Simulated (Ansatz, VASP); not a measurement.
**Two plane-wave programs on Ir**

Contents of INCAR:

```
SYSTEM = Ir
ALGO = Normal
EDIFF = 1E-7
ENCUT = 520
GGA = PS
ISIF = 2
ISMEAR = 0
LASPH = .TRUE.
LCHARG = .FALSE.
LREAL = .FALSE.
LWAVE = .FALSE.
NBANDS = 10
NELM = 100
PREC = Accurate
SIGMA = 0.1
```

KPOINTS

```
k-points
0
G
  18 18 18
  0 0 0
```

The input POSCAR:

```
Ir
1.0
    0.0000000000      1.9315445490      1.9315445490
    1.9315445490      0.0000000000      1.9315445490
    1.9315445490      1.9315445490      0.0000000000
Ir
1
Direct
    0.0000000000      0.0000000000      0.0000000000
```

Input for Ansatz:

```yaml
crystal:
  lattice:
    - [0.0, 1.931544549, 1.931544549]
    - [1.931544549, 0.0, 1.931544549]
    - [1.931544549, 1.931544549, 0.0]
  atoms:
    - { symbol: Ir, position: [0.0, 0.0, 0.0] }
basis:
  ecutwfc: 420
kpoints:
  mp_grid: { grid: [18, 18, 18] }
hamiltonian:
  xc: pbesol
scf:
  occupations: { method: gaussian, width: 0.1 }
output:
  forces: true
  stress: true
  eigenvalues: true
```

Alike in both runs: task single point; functional PBEsol; k mesh 18 × 18 × 18; occupations gaussian, width 0.1 eV; no spin polarisation.

```csv
,VASP,Ansatz
version,VASP 6.6.1,Ansatz 0.2.0
potentials or method,"VASP PAW PBE potentials, release 64 (Ir)","scalar-relativistic, plane waves, PAW"
plane-wave cutoff (eV),520,420
valence electrons in the cell,9,17
```

|  | VASP | Ansatz | Ansatz less VASP |
| --- | --- | --- | --- |
| gap on the k mesh at the Fermi level (eV) | none | none | - |
| pressure (GPa) | -8.5 | -9.3 | -0.81 |

A gap of «none» marks a metal or a gap that the smearing closes. The functional is the same, so the differences come from potentials, cutoffs and numerics. The two sets of potentials don't hold the same shells in valence.

Caveats: the PAW data sets were made with another functional, which shifts forces and pressure a little (VASP). The runs have no spin-orbit coupling, so splittings on Ir are missing.
